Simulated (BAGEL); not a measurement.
## How the cost of UHF grows with the basis: doublet C4H9N+

The species is C4H9N+ (14 atoms), meant as a doublet with charge +1. As SMILES of the parent species, `C1CCNC1`. The shape is that of a PBE0-D4/def2-TZVP optimisation. This is one conformer, not always the lowest. That shape belongs to the parent species and isn't relaxed for this state.

UHF (density fitting with qzvpp-jkfit), energy, BAGEL 1.2.2, on 1 thread of Intel Xeon at 2.30GHz, shared host. N is the number of basis functions, t the processor time.

```
            basis    N  t (s)   ln N   ln t
         6-31G(d)   88    3.2  4.477  1.163
       6-31G(d,p)  115    4.2  4.745  1.435
      6-311G(d,p)  144    5.4  4.970  1.686
    6-311++G(d,p)  173    8.1  5.153  2.092
  6-311++G(2d,2p)  225     10  5.416  2.303
6-311++G(3df,3pd)  357      ?  5.878      ?
```

Question: Fit t = C·Nᵖ to the known rows and estimate the time in 6-311++G(3df,3pd).

Answer: 
1. Means of the 5 rows: ln N = 4.95220, ln t = 1.7358.
2. Σ(Δln N)² = 0.52449, Σ(Δln N·Δln t) = 0.66823, so the slope is 0.66823/0.52449 = 1.2741.
3. Intercept: 1.7358 − (1.2741) × 4.95220 = -4.5738. The largest residual of the fit is 0.100.
4. ln t = -4.5738 + 1.2741 × 5.878, so t ≈ 18 s.

The run took 21 s, so the estimate is too short by a factor of about 1.2. The fitted power is 1.3, with the electron count fixed. So low a power shows that fixed costs still weigh.
